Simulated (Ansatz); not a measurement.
# SnO2: the cost of one run

Program: Ansatz 0.2.0. Level of theory: DFT LDA, scalar-relativistic, plane waves, PAW. These are calculated values, not measurements.

2 further runs of the same task are left out: 2 set aside as unsound or not needed. Runs told in other sessions of the task aren't counted.

### 1 The structure to begin with

Symmetry: P4_2/mnm, No. 136, tetragonal system. Conventional cell: a = 4.722 Å, b = 4.722 Å, c = 3.190 Å, α = 90.00°, β = 90.00°, γ = 90.00°. Around Sn (site symmetry mmm) lie 6 O at 2.04 to 2.05 Å. O (site symmetry m2m) has 3 Sn at 2.04 to 2.05 Å in its first shell of neighbours.

Structure file:

```
Sn O
1.0
    -3.19042    3.33922    3.33922
     3.19042   -3.33922    3.33922
     3.19042    3.33922   -3.33922
Sn O
4 8
Cartesian
  0.0000 5.0088 1.6692
  3.1904 -1.6696 1.6700
  1.5952 1.6696 1.6696
  -1.5952 1.6696 1.6696
  1.5955 1.6696 -0.3744
  3.1904 2.9648 1.6700
  4.7854 1.6696 -0.3744
  3.1904 0.3744 1.6700
  0.0000 2.9648 1.6692
  0.0000 0.3744 1.6692
  -1.5949 1.6696 3.7137
  1.5949 1.6696 3.7137
```

It goes back to an entry of the Materials Project, which need not be the stable form.

This cell was relaxed beforehand with the same method: volume 11.86 Å³/atom, gap on the mesh 1.16 eV.

### 2 Static run: bands, density of states and charges

input.yaml reads:

```yaml
crystal:
  lattice:
    - [-3.190424003, 3.3392222528, 3.339222605]
    - [3.190424003, -3.3392222528, 3.339222605]
    - [3.190424003, 3.3392222528, -3.339222605]
  atoms:
    - { symbol: Sn, position: [0.9999415049, 0.2499415049, 0.75] }
    - { symbol: Sn, position: [5.84951e-05, 0.7500584951, 0.25] }
    - { symbol: Sn, position: [0.5, 0.5, 0.5] }
    - { symbol: Sn, position: [0.5, 0.0, 0.0] }
    - { symbol: O, position: [0.1939319177, 0.1939750963, 0.5000431786] }
    - { symbol: O, position: [0.6939902436, 0.750058551, 0.9439316926] }
    - { symbol: O, position: [0.1939319177, 0.6938887391, 0.9999568214] }
    - { symbol: O, position: [0.3061268583, 0.750058551, 0.5560683074] }
    - { symbol: O, position: [0.6938731417, 0.249941449, 0.4439316926] }
    - { symbol: O, position: [0.3060097564, 0.249941449, 0.0560683074] }
    - { symbol: O, position: [0.8060680823, 0.3061112609, 4.31786e-05] }
    - { symbol: O, position: [0.8060680823, 0.8060249037, 0.4999568214] }
basis:
  ecutwfc: 420
kpoints:
  mp_grid: { grid: [6, 6, 6] }
  band_path:
    path:
      - [[0.0, 0.0, 0.0], [0.5, 0.5, -0.5], [0.47821599, 0.52178401, -0.47821599]]
      - [[-0.47821599, 0.47821599, 0.47821599], [0.0, 0.0, 0.0], [0.49999995, -0.49999995, 0.49999995]]
      - [[0.0, 0.0, 0.0], [0.0, 0.5, 0.0], [0.25, 0.25, 0.25], [0.5, 0.0, 0.0], [0.0, 0.0, 0.0], [0.0, 0.0, 0.5], [0.25, 0.25, 0.25]]
    npoints: 10
hamiltonian:
  xc: lda
scf:
  occupations: { method: gaussian, width: 0.02 }
  n_extra_bands: 30
output:
  forces: true
  stress: true
  eigenvalues: true
  populations: true
  dos: { projected: true, de: 0.02, nscf_kmesh: { grid: [9, 9, 9] } }
  bader: false
  write_density: true
  write_potential: true
  elf: true
  volumetric_format: npy
```

Command:

```bash
$ ansatz run input.yaml --threads 2 --pin off --max-ram 5120MiB --backend cpu --events-out ev --progress --plain --runs-dir out
```

**Question.** How long does this run take on 2 threads of Oxide Virtual Turin-like (Zen 5), shared host, and how much memory does it need?

About 1.7 min, with a peak of 1.1 GiB.
